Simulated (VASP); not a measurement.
# AgCl (Chlorargyrite) (Fm-3m) in VASP: notebook

The runs below take AgCl (Chlorargyrite) through relaxation of cell and atoms, with PBE+D3(BJ).

Everything below comes from runs of VASP 6.6.1. Logs are shortened: lines on timing, memory, paths and dates and some standing lists are left out, and cuts for length are marked.

## (1) The crystal as given

Symmetry: Fm-3m, No. 225, cubic system. The conventional cell has a = 5.470 Å, b = 5.470 Å, c = 5.470 Å, α = 90.00°, β = 90.00°, γ = 90.00°. Around Ag (site symmetry m-3m) lie 6 Cl at 2.73 Å. Cl (site symmetry m-3m) has 6 Ag at 2.73 Å as nearest neighbours.

## (2) Relaxation of cell and atoms, PBE+D3(BJ)

INCAR

```
SYSTEM = AgCl
ALGO = Normal
EDIFF = 1E-6
EDIFFG = -0.01
ENCUT = 600
GGA = PE
IBRION = 2
ISIF = 3
ISMEAR = 0
IVDW = 12
LASPH = .True.
LCHARG = .False.
LREAL = .False.
LWAVE = .False.
NELM = 80
NSW = 90
PREC = Accurate
SIGMA = 0.03
```

KPOINTS

```
k-points
0
Gamma
  8 8 8
  0 0 0
```

POSCAR

```
AgCl
1.0
    0.0000000000      2.7350000000      2.7350000000
    2.7350000000      0.0000000000      2.7350000000
    2.7350000000      2.7350000000      0.0000000000
Ag Cl
1 1
Direct
    0.0000000000      0.0000000000      0.0000000000
    0.5000000000      0.5000000000      0.5000000000
```

Potentials or basis: VASP PAW PBE potentials, release 64 (Ag, Cl).

On the command line:

```console
$ cat potpaw_PBE.64/Ag/POTCAR potpaw_PBE.64/Cl/POTCAR > POTCAR
$ mpirun -np 1 vasp_std > vasp.out
```

OUTCAR:

```text
SYSTEM = AgCl
   EDIFF = 1E-6
   EDIFFG = -0.01
   ENCUT = 600
   GGA = PE
   IBRION = 2
   ISIF = 3
   ISMEAR = 0
   IVDW = 12
   LASPH = .True.
   LREAL = .False.
   NELM = 80
   NSW = 90
   PREC = Accurate
 IVDW          = 12

 ion  position               nearest neighbor table
   1  0.000  0.000  0.000-   2 2.73   2 2.73   2 2.73   2 2.73   2 2.73   2 2.73
   2  0.500  0.500  0.500-   1 2.73   1 2.73   1 2.73   1 2.73   1 2.73   1 2.73

  LATTYP: Found a face centered cubic cell.
 ALAT       =     5.4700000000

  Lattice vectors:

 A1 = (   0.0000000000,   2.7350000000,   2.7350000000)
 A2 = (   2.7350000000,   0.0000000000,   2.7350000000)
 A3 = (   2.7350000000,   2.7350000000,   0.0000000000)

Analysis of symmetry for initial positions (statically):
=====================================================================
 Subroutine PRICEL returns:
 Original cell was already a primitive cell.

 Routine SETGRP: Setting up the symmetry group for a
 face centered cubic supercell.

 Subroutine GETGRP returns: Found 48 space group operations
 (whereof 48 operations were pure point group operations)
 out of a pool of 48 trial point group operations.

The static configuration has the point symmetry O_h .

Analysis of symmetry for dynamics (positions and initial velocities):
=====================================================================
 Subroutine PRICEL returns:
 Original cell was already a primitive cell.

 Routine SETGRP: Setting up the symmetry group for a
 face centered cubic supercell.

 Subroutine GETGRP returns: Found 48 space group operations
 (whereof 48 operations were pure point group operations)
 out of a pool of 48 trial point group operations.

The dynamic configuration has the point symmetry O_h .

 Subroutine INISYM returns: Found 48 space group operations
 (whereof 48 operations are pure point group operations),
 and found     1 'primitive' translations

----------------------------------------------------------------------------------------

                                     Primitive cell

  volume of cell :      40.9168

  direct lattice vectors                    reciprocal lattice vectors
     0.000000000  2.735000000  2.735000000    -0.182815356  0.182815356  0.182815356
     2.735000000  0.000000000  2.735000000     0.182815356 -0.182815356  0.182815356
     2.735000000  2.735000000  0.000000000     0.182815356  0.182815356 -0.182815356

  length of vectors
     3.867874093  3.867874093  3.867874093     0.316645486  0.316645486  0.316645486

  position of ions in fractional coordinates (direct lattice)
     0.000000000  0.000000000  0.000000000
     0.500000000  0.500000000  0.500000000

  ion indices of the primitive-cell ions
   primitive index   ion index
                 1           1
                 2           2

----------------------------------------------------------------------------------------

 KPOINTS: k-points

Automatic generation of k-mesh.
 Grid dimensions read from file:
 generate k-points for:    8    8    8

 Generating k-lattice:

  Cartesian coordinates                     Fractional coordinates (reciprocal lattice)
    -0.022851920  0.022851920  0.022851920     0.125000000  0.000000000  0.000000000
     0.022851920 -0.022851920  0.022851920     0.000000000  0.125000000  0.000000000
     0.022851920  0.022851920 -0.022851920     0.000000000  0.000000000  0.125000000

  Length of vectors
     0.039580686  0.039580686  0.039580686

  Shift w.r.t. Gamma in fractional coordinates (k-lattice)
     0.000000000  0.000000000  0.000000000

 Subroutine IBZKPT returns following result:
 ===========================================
[... 62 lines left out ...]
   EFERMI =   0.00;   METHOD = LEGACY
   ISMEAR =     0;   SIGMA  =   0.03  broadening in eV -4-tet -1-fermi 0-gaus
   EFERMI_NEDOS =   21; number of points for ismear=-14 and -15
   IALGO  =     38    algorithm
   IMIX   =      4    mixing-type and parameters
     AMIX     =   0.40;   BMIX     =  1.00
     AMIX_MAG =   1.60;   BMIX_MAG =  1.00
  volume/ion in A,a.u.               =      20.46       138.06
  Fermi-wavevector in a.u.,A,eV,Ry     =   1.245083  2.352866 21.092186  1.550232
  Thomas-Fermi vector in A             =   2.379321
   LORBIT       =      0    0 simple, 1 ext, 2 COOP (PROOUT), +10 PAW based schemes
   GGA     = PE    functional components
   LHFCALC =     F    Hartree Fock is set to
   AEXX    =    0.0000 exact exchange contribution
   IVDW    =    12    specifies the selected vdW correction
   LEPSILON=     F    determine dielectric tensor
   LRPA    =     F    only Hartree local field effects (RPA)
 conjugate gradient relaxation of ions
 non-spin polarized calculation
 Gauss-broadening in eV      SIGMA  =   0.03
  energy-cutoff  :      600.00
  volume of cell :       40.92
 maximum number of plane-waves:      1384
   NGX = 15   NGY = 15   NGZ = 15

--------------------------------------- Ionic step        1  -------------------------------------------

 number of electron      17.9999998 magnetization

 Free energy of the ion-electron system (eV)
  ---------------------------------------------------
  ext. energy  EPLUGINS =         0.00000000
  ---------------------------------------------------
  free energy    TOTEN  =        -5.36562089 eV

  energy without entropy =       -5.36562089  energy(sigma->0) =       -5.36562089

------------------------ aborting loop because EDIFF is reached ----------------------------------------

 Edisp (eV)   -0.69144

 E8    (eV) :    -0.2774

  FORCE on cell =-STRESS in cart. coord.  units (eV):
  Direction    XX          YY          ZZ          XY          YZ          ZX
  --------------------------------------------------------------------------------------
  -------------------------------------------------------------------------------------
  Total       0.27149     0.27149     0.27149     0.00000     0.00000     0.00000
  in kB      10.63075    10.63075    10.63075     0.00000     0.00000     0.00000
  external pressure =       10.63 kB  Pullay stress =        0.00 kB

 VOLUME and BASIS-vectors are now :
 -----------------------------------------------------------------------------
  energy-cutoff  :      600.00
  volume of cell :       40.92
      direct lattice vectors                 reciprocal lattice vectors
     0.000000000  2.735000000  2.735000000    -0.182815356  0.182815356  0.182815356
     2.735000000  0.000000000  2.735000000     0.182815356 -0.182815356  0.182815356
     2.735000000  2.735000000  0.000000000     0.182815356  0.182815356 -0.182815356

 POSITION                                       TOTAL-FORCE (eV/Angst)
 -----------------------------------------------------------------------------------
      0.00000      0.00000      0.00000         0.000000      0.000000     -0.000000
      2.73500      2.73500      2.73500        -0.000000     -0.000000      0.000000
 -----------------------------------------------------------------------------------
    total drift:                                0.000000     -0.000000     -0.000000

  FREE ENERGIE OF THE ION-ELECTRON SYSTEM (eV)
  ---------------------------------------------------
  free  energy   TOTEN  =        -6.0570621701 eV

  energy  without entropy=       -6.0570621701  energy(sigma->0) =       -6.05706217

--------------------------------------- Ionic step        2  -------------------------------------------

 number of electron      18.0000000 magnetization

 Free energy of the ion-electron system (eV)
  ---------------------------------------------------
  ext. energy  EPLUGINS =         0.00000000
  ---------------------------------------------------
  free energy    TOTEN  =        -5.38189210 eV

  energy without entropy =       -5.38189210  energy(sigma->0) =       -5.38189210

 E-fermi :   4.2502     XC(G=0): -10.0810

 val. band max:        4.0992865530   @ k =   0.5000   0.0000   0.0000
 cond. band min:       5.0042158077   @ k =   0.0000   0.0000   0.0000
 fundamental gap:      0.9049292546
 Fermi energy:         4.2502021296

 k-point     1 :       0.0000    0.0000    0.0000
  band No.  band energies     occupation
      1     -11.1984      2.00000
      2       1.5694      2.00000
      3       1.5694      2.00000
      4       1.5694      2.00000
      5       1.6117      2.00000
      6       1.6117      2.00000
      7       1.6850      2.00000
      8       1.6850      2.00000
      9       1.6850      2.00000
     10       5.0042      0.00000
     11      14.9446      0.00000
     12      14.9446      0.00000
     13      14.9446      0.00000
[... 354 lines left out ...]
  band No.  band energies     occupation
      1     -10.7028      2.00000
      2      -0.8983      2.00000
      3      -0.1353      2.00000
      4      -0.0855      2.00000
      5       1.8883      2.00000
      6       1.9584      2.00000
      7       2.2159      2.00000
      8       3.0792      2.00000
      9       3.5932      2.00000
     10       9.1100      0.00000
     11       9.7545      0.00000
     12      12.2156      0.00000
     13      12.6331      0.00000

 [... further k-points ...]

------------------------ aborting loop because EDIFF is reached ----------------------------------------

 Edisp (eV)   -0.67782

 E8    (eV) :    -0.2721

  FORCE on cell =-STRESS in cart. coord.  units (eV):
  Direction    XX          YY          ZZ          XY          YZ          ZX
  --------------------------------------------------------------------------------------
  -------------------------------------------------------------------------------------
  Total       0.00381     0.00381     0.00381     0.00000     0.00000    -0.00000
  in kB       0.14615     0.14615     0.14615     0.00000     0.00000    -0.00000
  external pressure =        0.15 kB  Pullay stress =        0.00 kB

 VOLUME and BASIS-vectors are now :
 -----------------------------------------------------------------------------
  energy-cutoff  :      600.00
  volume of cell :       41.73
      direct lattice vectors                 reciprocal lattice vectors
    -0.000000000  2.752910760  2.752910760    -0.181625938  0.181625938  0.181625938
     2.752910760  0.000000000  2.752910760     0.181625938 -0.181625938  0.181625938
     2.752910760  2.752910760 -0.000000000     0.181625938  0.181625938 -0.181625938

 POSITION                                       TOTAL-FORCE (eV/Angst)
 -----------------------------------------------------------------------------------
      2.75291      2.75291      5.50582        -0.000000      0.000000     -0.000000
      2.75291      2.75291      2.75291         0.000000     -0.000000      0.000000
 -----------------------------------------------------------------------------------
    total drift:                               -0.000000     -0.000000     -0.000000

  FREE ENERGIE OF THE ION-ELECTRON SYSTEM (eV)
  ---------------------------------------------------
  free  energy   TOTEN  =        -6.0597129276 eV

  energy  without entropy=       -6.0597129276  energy(sigma->0) =       -6.05971293

 reached required accuracy - stopping structural energy minimisation
```

Wall time 9.3 s (1 thread of Intel Xeon 6975P-C (Granite Rapids), shared host); peak memory 0.2 GiB.

What came out:

| Item | Value |
| --- | --- |
| Free energy | -6.0597 eV |
| Relaxed volume | 20.86 Å³/atom |
| Relaxed cell | a = 3.893 Å, b = 3.893 Å, c = 3.893 Å, α = 60.00°, β = 60.00°, γ = 60.00° |
| Space group after relaxing (to 0.05 Å) | Fm-3m (No. 225) |
| Energy gained by relaxing | 1.3 meV/atom |
| Ionic steps | 2 |
| Pressure after relaxing | 0.0 GPa |
| Band gap on the k mesh | 0.90 eV, indirect (least direct gap 3.25 eV) |
| Dispersion energy per atom | -0.339 eV |

Step by step:
| step | energy change (eV) | largest force (eV/Å) | pressure (GPa) | volume (Å³) |
| --- | --- | --- | --- | --- |
| 1 | 0.0000 | 0.0000 | 1.06 | 40.92 |
| 2 | -0.0027 | 0.0000 | 0.01 | 41.73 |

Final structure:
```cif
data_structure
_symmetry_space_group_name_H-M 'P 1'
_symmetry_Int_Tables_number 1
_cell_length_a 3.8932
_cell_length_b 3.8932
_cell_length_c 3.8932
_cell_angle_alpha 60.000
_cell_angle_beta 60.000
_cell_angle_gamma 60.000
_cell_volume 41.73
loop_
_atom_site_label
_atom_site_type_symbol
_atom_site_fract_x
_atom_site_fract_y
_atom_site_fract_z
_atom_site_occupancy
Ag1 Ag 0.00000 0.00000 0.00000 1
Cl1 Cl 0.50000 0.50000 0.50000 1
```

Levels at points of the mesh, in eV from the valence-band top:
```csv
k point,band 7,band 8,band 9,band 10,band 11,band 12
"(0.00, 0.00, 0.00)",-2.41,-2.41,-2.41,0.90,10.85,10.85
"(0.50, 0.00, 0.00)",-1.82,0.00,0.00,4.18,6.66,7.63
"(0.50, 0.50, 0.00)",-2.02,-2.02,-1.92,2.35,7.99,8.71
```

A k mesh can miss the band edges. Zero-point motion and thermal expansion aren't in these numbers.

## (3) Relaxation of cell and atoms, PBE+D3(BJ)

This run uses another cell than the first one, of 20.86 Å³/atom, 1.020 times its volume.

INCAR, as its differences from that of step 2:

```diff
@@ -2,4 +2,4 @@
 ALGO = Normal
-EDIFF = 1E-6
-EDIFFG = -0.01
+EDIFF = 1E-7
+EDIFFG = -0.005
 ENCUT = 600
```

KPOINTS is that of step 2.

POSCAR

```
AgCl                                    
1.0
   -0.0000000000      2.7529107600      2.7529107600
    2.7529107600      0.0000000000      2.7529107600
    2.7529107600      2.7529107600     -0.0000000000
  Ag              Cl            
     1     1
Direct
     1.0000000000000000    1.0000000000000000    0.0000000000000000
     0.5000000000000000    0.5000000000000000    0.5000000000000000
```

Potentials or basis: VASP PAW PBE potentials, release 64 (Ag, Cl).

On the command line:

```console
$ cat potpaw_PBE.64/Ag/POTCAR potpaw_PBE.64/Cl/POTCAR > POTCAR
$ mpirun -np 1 vasp_std > vasp.out
```

It took 6.3 s on 1 thread of Intel Xeon 6975P-C (Granite Rapids), shared host; peak memory 0.19 GiB.

It converged, with:

```
Free energy                : -6.0600 eV
Pressure after relaxing    : 0.0 GPa
Band gap on the k mesh     : 0.90 eV, indirect (least direct gap 3.25 eV)
Dispersion energy per atom : -0.339 eV
```

Final structure:
```cif
data_structure
_symmetry_space_group_name_H-M 'P 1'
_symmetry_Int_Tables_number 1
_cell_length_a 3.8932
_cell_length_b 3.8932
_cell_length_c 3.8932
_cell_angle_alpha 60.000
_cell_angle_beta 60.000
_cell_angle_gamma 60.000
_cell_volume 41.73
loop_
_atom_site_label
_atom_site_type_symbol
_atom_site_fract_x
_atom_site_fract_y
_atom_site_fract_z
_atom_site_occupancy
Ag1 Ag 0.00000 0.00000 0.00000 1
Cl1 Cl 0.50000 0.50000 0.50000 1
```

Levels at points of the mesh, in eV from the valence-band top:
```csv
k point,band 7,band 8,band 9,band 10,band 11,band 12
"(0.00, 0.00, 0.00)",-2.41,-2.41,-2.41,0.90,10.85,10.85
"(0.50, 0.00, 0.00)",-1.82,0.00,0.00,4.18,6.66,7.63
"(0.50, 0.50, 0.00)",-2.02,-2.02,-1.92,2.35,7.99,8.71
```

Caveat: the relaxation stopped at its first step, so nothing moved. A k mesh can miss the band edges.
